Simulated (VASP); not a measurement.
## Al2O3 (Corundum): O into a neighbouring O vacancy

How hard is this move in Al2O3 (Corundum): O into a neighbouring O vacancy? Both ends are relaxed first, then a band of images between them. The start is a cell from a database of measured crystal structures.

Program: VASP 6.6.1. Level of theory: PBEsol; plane waves and PAW (Al, O). Results are calculated unless marked as measured.

## 1. The host crystal

It takes space group R-3c (No. 167, trigonal). The conventional cell has a = 4.760 Å, b = 4.760 Å, c = 12.996 Å, α = 90.00°, β = 90.00°, γ = 120.00°. Nearest to Al lie 6 O at 1.85 to 1.97 Å. O has 4 Al at 1.85 to 1.97 Å nearest. Farther neighbours and most contacts between anions are not listed.

Coordinates:

```
Al O
1.0
     2.38025    1.37424    4.33187
    -2.38025    1.37424    4.33187
     0.00000   -2.74848    4.33187
Al O
4 6
Direct
  0.85216 0.85216 0.85216
  0.64784 0.64784 0.64784
  0.14784 0.14784 0.14784
  0.35216 0.35216 0.35216
  0.05668 0.75000 0.44332
  0.75000 0.44332 0.05668
  0.44332 0.05668 0.75000
  0.94332 0.25000 0.55668
  0.25000 0.55668 0.94332
  0.55668 0.94332 0.25000
```

## 2. Relax the host

The later steps need the crystal at this functional's own lattice; a raised cutoff keeps the stress reliable while the cell changes.

Input file INCAR:

```
SYSTEM = Al2O3
PREC = Normal
ENCUT = 520
EDIFF = 1E-05
NELM = 120
ISMEAR = 0
SIGMA = 0.1
LREAL = Auto
ALGO = Fast
GGA = PS
NBANDS = 34
LORBIT = 11
LWAVE = .FALSE.
LCHARG = .FALSE.
KPAR = 6
IBRION = 2
NSW = 40
ISIF = 3
EDIFFG = -0.03
POTIM = 0.4
```

Input file POSCAR:

```
Al2O3
1.0
    2.3802500000      1.3742379782      4.3318666667
   -2.3802500000      1.3742379782      4.3318666667
    0.0000000000     -2.7484759565      4.3318666667
Al O
4 6
Direct
    0.8521600000      0.8521600000      0.8521600000
    0.6478400000      0.6478400000      0.6478400000
    0.1478400000      0.1478400000      0.1478400000
    0.3521600000      0.3521600000      0.3521600000
    0.0566800000      0.7500000000      0.4433200000
    0.7500000000      0.4433200000      0.0566800000
    0.4433200000      0.0566800000      0.7500000000
    0.9433200000      0.2500000000      0.5566800000
    0.2500000000      0.5566800000      0.9433200000
    0.5566800000      0.9433200000      0.2500000000
```

Input file KPOINTS:

```
Automatic mesh
0
Gamma
4 4 4
0 0 0
```

Potentials, in the order of the species: Al and O (PBE family, release 64).

The run is started by

```
mpirun -np 6 vasp_std
```

Log:

```text
[banner, memory and clock lines left out]
running    6 mpi-ranks, on    1 nodes
 distrk:  each k-point on    1 cores,    6 groups
 distr:  one band on    1 cores,    1 groups

 POSCAR found type information on POSCAR AlO
 POSCAR found :  2 types and      10 ions
|                                                                             |
|           W    W    AA    RRRRR   N    N  II  N    N   GGGG   !!!           |
|           W    W   A  A   R    R  NN   N  II  NN   N  G    G  !!!           |
|           W    W  A    A  R    R  N N  N  II  N N  N  G       !!!           |
|           W WW W  AAAAAA  RRRRR   N  N N  II  N  N N  G  GGG   !            |
|           WW  WW  A    A  R   R   N   NN  II  N   NN  G    G                |
|           W    W  A    A  R    R  N    N  II  N    N   GGGG   !!!           |
|                                                                             |
|     For optimal performance we recommend to set                             |
|       NCORE = 2 up to number-of-cores-per-socket                            |
|     NCORE specifies how many cores store one orbital (NPAR=cpu/NCORE).      |
|     This setting can greatly improve the performance of VASP for DFT.       |
|     The default, NCORE=1 might be grossly inefficient on modern             |
|     multi-core architectures or massively parallel machines. Do your        |
|     Unfortunately you need to use the default for GW and RPA                |
|     calculations (for HF NCORE is supported but not extensively tested      |
|     yet).                                                                   |
|                                                                             |

|                                                                             |
|               ----> ADVICE to this user running VASP <----                  |
|                                                                             |
|     You enforced a specific xc type in the INCAR file but a different       |
|     [... a line on the potential file left out ...]
|     I HOPE YOU KNOW WHAT YOU ARE DOING!                                     |
|                                                                             |

 LDA part: xc-table for (Slater+PW92), standard interpolation
 POSCAR, INCAR and KPOINTS ok, starting setup
 FFT: planning ... GRIDC
 FFT: planning ... GRID_SOFT
 FFT: planning ... GRID
 WAVECAR not read
 entering main loop
       N       E                     dE             d eps       ncg     rms          rms(c)
DAV:   1     0.223655751981E+03    0.22366E+03   -0.25310E+04   884   0.134E+03
DAV:   2    -0.732471120025E+02   -0.29690E+03   -0.28840E+03  1144   0.288E+02
DAV:   3    -0.858209569677E+02   -0.12574E+02   -0.12529E+02  1128   0.612E+01
DAV:   4    -0.859182822643E+02   -0.97325E-01   -0.97262E-01  1080   0.619E+00
DAV:   5    -0.859194560985E+02   -0.11738E-02   -0.11736E-02  1110   0.681E-01    0.165E+01
RMM:   6    -0.786333071241E+02    0.72861E+01   -0.24141E+01   884   0.233E+01    0.528E+00
RMM:   7    -0.786856535257E+02   -0.52346E-01   -0.20182E+00   884   0.634E+00    0.341E+00
RMM:   8    -0.786629805157E+02    0.22673E-01   -0.23046E-01   884   0.349E+00    0.582E-01
RMM:   9    -0.786555394579E+02    0.74411E-02   -0.33912E-02   884   0.924E-01    0.279E-01
RMM:  10    -0.786597882765E+02   -0.42488E-02   -0.40349E-02   884   0.968E-01    0.392E-01
RMM:  11    -0.786562662261E+02    0.35221E-02   -0.91242E-03   884   0.500E-01    0.778E-02
RMM:  12    -0.786563403879E+02   -0.74162E-04   -0.21547E-03   884   0.254E-01    0.351E-02
RMM:  13    -0.786563237344E+02    0.16654E-04   -0.10860E-04   871   0.617E-02    0.829E-03
RMM:  14    -0.786563284081E+02   -0.46737E-05   -0.36176E-05   722   0.302E-02
   1 F= -.78656328E+02 E0= -.78656328E+02  d E =-.786563E+02
 curvature:   0.00 expect dE= 0.000E+00 dE for cont linesearch  0.000E+00
 trial: gam= 0.00000 g(F)=  0.242E-02 g(S)=  0.909E-02 ort = 0.000E+00 (trialstep = 0.100E+01)
 search vector abs. value=  0.115E-01
 bond charge predicted
       N       E                     dE             d eps       ncg     rms          rms(c)
DAV:   1    -0.786860917403E+02   -0.29768E-01   -0.10348E+00  1128   0.655E+00    0.118E+00
RMM:   2    -0.786610698321E+02    0.25022E-01   -0.81921E-02   884   0.154E+00    0.281E-01
RMM:   3    -0.786608941295E+02    0.17570E-03   -0.10576E-02   884   0.552E-01    0.824E-02
RMM:   4    -0.786606735954E+02    0.22053E-03   -0.11316E-03   884   0.212E-01    0.483E-02
RMM:   5    -0.786606370565E+02    0.36539E-04   -0.12189E-04   884   0.653E-02    0.196E-02
RMM:   6    -0.786606603074E+02   -0.23251E-04   -0.25914E-04   884   0.804E-02    0.324E-02
RMM:   7    -0.786606355482E+02    0.24759E-04   -0.56808E-05   809   0.389E-02    0.116E-02
RMM:   8    -0.786606342551E+02    0.12931E-05   -0.13034E-05   571   0.192E-02
   2 F= -.78660634E+02 E0= -.78660634E+02  d E =-.430585E-02
[...]
3 F= -.78661031E+02 E0= -.78661031E+02  d E =-.470241E-02
[...]
4 F= -.78661028E+02 E0= -.78661028E+02  d E =-.469975E-02
 curvature:  -0.39 expect dE=-0.109E-03 dE for cont linesearch -0.118E-05
 ZBRENT: accuracy reached
 trial: gam= 0.00814 g(F)=  0.233E-03 g(S)=  0.479E-04 ort = 0.188E-03 (trialstep = 0.953E+00)
 search vector abs. value=  0.285E-03
 bond charge predicted
       N       E                     dE             d eps       ncg     rms          rms(c)
DAV:   1    -0.786611754582E+02   -0.14540E-03   -0.50129E-02   916   0.137E+00    0.727E-02
RMM:   2    -0.786611708704E+02    0.45878E-05   -0.11788E-03   884   0.202E-01    0.248E-02
RMM:   3    -0.786611653205E+02    0.55499E-05   -0.11330E-04   884   0.643E-02    0.102E-02
RMM:   4    -0.786611628175E+02    0.25031E-05   -0.10495E-05   571   0.202E-02
   5 F= -.78661163E+02 E0= -.78661163E+02  d E =-.134658E-03
 trial-energy change:   -0.000135  1 .order   -0.000145   -0.000269   -0.000021
 step:   1.0334(harm=  1.0334)  dis= 0.00130  next Energy=   -78.661174 (dE=-0.146E-03)
 reached required accuracy - stopping structural energy minimisation
```

The job ended after 13 s (6 MPI ranks of Intel Xeon 6975P-C (Granite Rapids), shared host; peak memory 1.1 GiB; 65 s of CPU time).

The logs omit lines about the potential files and the build; timing stands in the text.

OUTCAR, selected parts (step 2):

```text
ion  position               nearest neighbor table
   1  0.852  0.852  0.852-   8 1.85   9 1.85  10 1.85   6 1.97   7 1.97   5 1.97   2 2.66   3 2.79
                             3 2.79   3 2.79   2 3.22   2 3.22   2 3.22
   2  0.648  0.648  0.648-   9 1.85   8 1.85  10 1.85   5 1.97   7 1.97   6 1.97   1 2.66   4 2.79
                             4 2.79   4 2.79   1 3.22   1 3.22   1 3.22
   3  0.148  0.148  0.148-   5 1.85   6 1.85   7 1.85   9 1.97  10 1.97   8 1.97   4 2.66   1 2.79
                             1 2.79   1 2.79   4 3.22   4 3.22   4 3.22
   4  0.352  0.352  0.352-   6 1.85   5 1.85   7 1.85   8 1.97  10 1.97   9 1.97   3 2.66   2 2.79
                             2 2.79   2 2.79   3 3.22   3 3.22   3 3.22
   5  0.057  0.750  0.443-   3 1.85   4 1.85   2 1.97   1 1.97
   6  0.750  0.443  0.057-   4 1.85   3 1.85   1 1.97   2 1.97
   7  0.443  0.057  0.750-   3 1.85   4 1.85   1 1.97   2 1.97
   8  0.943  0.250  0.557-   1 1.85   2 1.85   4 1.97   3 1.97
   9  0.250  0.557  0.943-   2 1.85   1 1.85   3 1.97   4 1.97
  10  0.557  0.943  0.250-   1 1.85   2 1.85   3 1.97   4 1.97

  LATTYP: Found a trigonal (rhomboedric) cell.
 ALAT       =     5.1302230849
 COS(alpha) =     0.5694707703

 Subroutine GETGRP returns: Found 12 space group operations
 (whereof  6 operations were pure point group operations)

The static configuration has the point symmetry S_6 .
 The point group associated with its full space group is D_3d.

 Found     13 irreducible k-points:

   k-points           NKPTS =     13   k-points in BZ     NKDIM =     13   number of bands    NBANDS=     34

   dimension x,y,z NGX =    30 NGY =   30 NGZ =   30
   dimension x,y,z NGXF=    60 NGYF=   60 NGZF=   60

   ENCUT  =  520.0 eV  38.22 Ry    6.18 a.u.   9.54  9.54  9.54*2*pi/ulx,y,z

   NELECT =      48.0000    total number of electrons

 k-points in reciprocal lattice and weights: Automatic mesh
   0.00000000  0.00000000  0.00000000       0.016
   0.25000000  0.00000000 -0.00000000       0.094
   0.50000000  0.00000000 -0.00000000       0.047
   0.25000000  0.25000000 -0.00000000       0.094
   0.50000000  0.25000000  0.00000000       0.188
  -0.25000000  0.25000000  0.00000000       0.094
   0.50000000  0.50000000 -0.00000000       0.047
   0.25000000  0.25000000  0.25000000       0.031
   0.50000000  0.25000000  0.25000000       0.094
  -0.25000000  0.25000000  0.25000000       0.094
   0.50000000  0.50000000  0.25000000       0.094
  -0.25000000  0.50000000  0.25000000       0.094
   0.50000000  0.50000000  0.50000000       0.016

 average (electrostatic) potential at core
       1 -71.2196       2 -71.2196       3 -71.2196       4 -71.2196       5 -67.0970
       6 -67.0970       7 -67.0970       8 -67.0970       9 -67.0970      10 -67.0970

 E-fermi :   6.4527

 k-point     1 :       0.0000    0.0000    0.0000
  band No.  band energies     occupation
    ...
     20       5.4556      2.00000
     21       5.4556      2.00000
     22       5.9119      2.00000
     23       5.9119      2.00000
     24       5.9508      2.00000
     25      11.9893      0.00000
     26      14.8560      0.00000
     27      16.5425      0.00000
     28      17.2921      0.00000
     29      17.2921      0.00000
    ...

 k-point     2 :       0.2500    0.0000   -0.0000
  band No.  band energies     occupation
    ...
     20       4.6415      2.00000
     21       5.1821      2.00000
     22       5.5060      2.00000
     23       5.8031      2.00000
     24       5.8422      2.00000
     25      13.2495      0.00000
     26      15.8351      0.00000
     27      15.8589      0.00000
     28      16.4995      0.00000
     29      16.7292      0.00000
    ...

 k-point     3 :       0.5000    0.0000   -0.0000
  band No.  band energies     occupation
    ...
     20       4.6333      2.00000
     21       5.0464      2.00000
     22       5.0464      2.00000
     23       5.6822      2.00000
     24       5.6822      2.00000
     25      15.2087      0.00000
     26      15.2087      0.00000
     27      15.4261      0.00000
     28      15.4261      0.00000
     29      17.4910      0.00000
    ...

  Total        0.0377502      0.0377502      0.0002589      0.0000000     -0.0000000     -0.0000000
  in kB        0.7063939      0.7063939      0.0048455      0.0000000     -0.0000000     -0.0000000
  external PRESSURE =       0.4725445 kB  Pullay stress =       0.0000000 kB

  energy-cutoff  :      520.00
  volume of cell :       85.62
      direct lattice vectors                 reciprocal lattice vectors
     2.387009227  1.378140420  4.337942329     0.209467142  0.120935911  0.076841347
    -2.387009227  1.378140420  4.337942329    -0.209467142  0.120935911  0.076841347
     0.000000000 -2.756280840  4.337942329     0.000000000 -0.241871821  0.076841347

 POSITION                                       TOTAL-FORCE (eV/Angst)
 -----------------------------------------------------------------------------------
      0.00000     -0.00000     11.08847         0.000000     -0.000000      0.005356
      0.00000     -0.00000      8.43227         0.000000      0.000000     -0.005356
      0.00000     -0.00000      1.92536         0.000000      0.000000     -0.005356
      0.00000     -0.00000      4.58155         0.000000     -0.000000      0.005356
     -1.65697     -0.11368      5.42243        -0.002155     -0.003733      0.000000
      0.73004      1.49182      5.42243        -0.002155      0.003733     -0.000000
      0.92693     -1.37814      5.42243         0.004310     -0.000000      0.000000
      1.65697      0.11368      7.59140         0.002155      0.003733     -0.000000
     -0.73004     -1.49182      7.59140         0.002155     -0.003733      0.000000
     -0.92693      1.37814      7.59140        -0.004310     -0.000000      0.000000
 -----------------------------------------------------------------------------------
    total drift:                                0.000000      0.000000     -0.000000

  FREE ENERGIE OF THE ION-ELECTRON SYSTEM (eV)
  ---------------------------------------------------
  free  energy   TOTEN  =       -78.6611628175 eV

  energy  without entropy=      -78.6611628175  energy(sigma->0) =      -78.66116282

 reached required accuracy - stopping structural energy minimisation

 total charge
# of ion       s       p       d       tot
------------------------------------------
    1        0.312   0.402   0.000   0.714
    2        0.312   0.402   0.000   0.714
    3        0.312   0.402   0.000   0.714
    4        0.312   0.402   0.000   0.714
    5        1.543   3.622   0.000   5.164
    6        1.543   3.622   0.000   5.164
    7        1.543   3.622   0.000   5.164
    8        1.543   3.622   0.000   5.164
    9        1.543   3.622   0.000   5.164
   10        1.543   3.622   0.000   5.164
--------------------------------------------------
tot         10.505  23.338   0.000  33.842

[... 3 further parts left out ...]
```

CONTCAR:

```
Al2O3
   1.00000000000000
     2.3870092273103145    1.3781404199069376    4.3379423294041297
    -2.3870092273103145    1.3781404199069376    4.3379423294041297
     0.0000000000000000   -2.7562808399142993    4.3379423294041741
  Al              O
     4     6
Direct
     0.8520526684448715    0.8520526684448715    0.8520526684448715
     0.6479473315551285    0.6479473315551285    0.6479473315551285
     0.1479473315551284    0.1479473315551284    0.1479473315551284
     0.3520526684448715    0.3520526684448715    0.3520526684448715
     0.0558383246884138    0.7500000000000000    0.4441616753115862
     0.7500000000000000    0.4441616753115862    0.0558383246884138
     0.4441616753115862    0.0558383246884138    0.7500000000000000
     0.9441616753115862    0.2500000000000000    0.5558383246884138
     0.2500000000000000    0.5558383246884138    0.9441616753115862
     0.5558383246884138    0.9441616753115862    0.2500000000000000
```

The gap is read on the k-mesh alone, so it is an upper bound where the band edges lie off the mesh. The PAW data sets were made with PBE, which is usual practice but a small mismatch for other functionals. The run keeps the 12 symmetry operations of its start, so it cannot find a distortion of lower symmetry.

The steps of the relaxation:

```csv
step,energy less that of the first step (eV),largest force (eV/Å),pressure (GPa),volume (Å³)
1,0.0000,0.0954,1.63,85.02
2,-0.0043,0.0119,-0.75,85.87
3,-0.0047,0.0302,-0.16,85.68
4,-0.0047,0.0317,-0.11,85.67
5,-0.0048,0.0054,0.05,85.62
```

```csv
"conventional cell, symmetrised",before,after,change
a (Å),4.760,4.774,+0.3 %
b (Å),4.760,4.774,+0.3 %
c (Å),12.996,13.014,+0.1 %
volume (Å³/atom),8.50,8.56,+0.7 %
```

Final coordinates:

```xyz
10
Lattice="2.3870 1.3781 4.3379 -2.3870 1.3781 4.3379 0.0000 -2.7563 4.3379" Properties=species:S:1:pos:R:3 pbc="T T T"
Al    0.0000    0.0000   11.0885
Al    0.0000    0.0000    8.4323
Al    0.0000    0.0000    1.9254
Al    0.0000    0.0000    4.5816
O    -1.6570   -0.1137    5.4224
O     0.7300    1.4918    5.4224
O     0.9269   -1.3781    5.4224
O     1.6570    0.1137    7.5914
O    -0.7300   -1.4918    7.5914
O    -0.9269    1.3781    7.5914
```

A gap read on the k-mesh alone can miss the band edges.

This step gave:

| Property | Result |
| --- | --- |
| electronic cycles | 33 |
| electrons | 48 |
| free energy (TOTEN) | -78.6612 eV |
| Fermi energy | 6.453 eV |
| metallic | no |
| gap on the k-mesh | 6.038 eV |
| least direct gap on the k-mesh | 6.038 eV |

The run ended after 5 ionic steps, 0.005 eV below its first step, once forces and stress met EDIFFG = -0.03.

(Continued in part 2 of 6.)

[Lines on the potential files, build, host, timing and source positions are cut from VASP's logs without a mark.]

[Logs are printed without paths, hosts, clocks, repeated set-up lines and the standing remarks that a program may print on its own settings, such as how far it seeks lower states.]

[Hosts, paths, dates, database ids (printed as entryN), source tags and the programs' standing remarks are cut or masked in the printed files.]

[Runs that stopped without an error message from VASP are left out.]
